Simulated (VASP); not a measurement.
Write the native input for VASP 6.6.1 that does the following.

* Task: relaxation of cell and atoms
* Functional: PBE
* Potentials or basis: VASP PAW PBE potentials, release 64 (Si)
* Cutoff: 600 eV
* k mesh: 16 × 16 × 16
* Occupations: methfessel-paxton, width 0.1 eV
* Spin: no spin polarisation
* Further INCAR settings: ALGO = Normal; EDIFF = 1e-06; IBRION = 2; EDIFFG = -0.01; NSW = 90; ISIF = 3

The structure of Si lies in POSCAR:

```
Si
1.0
    0.0000000000      1.9108305409      1.9108305409
    1.9108305409      0.0000000000      1.9108305409
    1.9108305409      1.9108305409      0.0000000000
Si
1
Direct
    0.0000000000      0.0000000000      0.0000000000
```

This isn't the form of Si at room conditions, which is diamond.

These files were run (other wordings do the same):

INCAR

```
SYSTEM = Si
ALGO = Normal ; EDIFF = 1E-6
EDIFFG = -0.01 ; ENCUT = 600
GGA = PE ; IBRION = 2
ISIF = 3 ; ISMEAR = 1
LASPH = .TRUE. ; LCHARG = .FALSE.
LREAL = .FALSE. ; LWAVE = .FALSE.
NELM = 80 ; NSW = 90
PREC = Accurate ; SIGMA = 0.1
```

KPOINTS

```
k-points
0
G
  16 16 16
  0 0 0
```

Potentials or basis: VASP PAW PBE potentials, release 64 (Si).

Run with:

```console
$ cat potpaw_PBE.64/Si/POTCAR > POTCAR
$ mpirun -np 1 vasp_std > vasp.out
```

Results of the run:

The relaxed volume is 14.40 Å³/atom and the relaxed cell is a = 2.731 Å, b = 2.731 Å, c = 2.731 Å, α = 60.00°, β = 60.00°, γ = 60.00°. The space group after relaxing (to 0.05 Å) is Fm-3m (No. 225). The energy gained by relaxing is 4.2 meV/atom, the ionic steps are 3 and the pressure after relaxing is 0.0 GPa. The band gap on the k mesh is none (metal or under the smearing width).

Run time: 8.4 s on 1 thread of Intel(R) Xeon(R) 6975P-C (Granite Rapids) (shared host), peak memory 0.14 GiB.
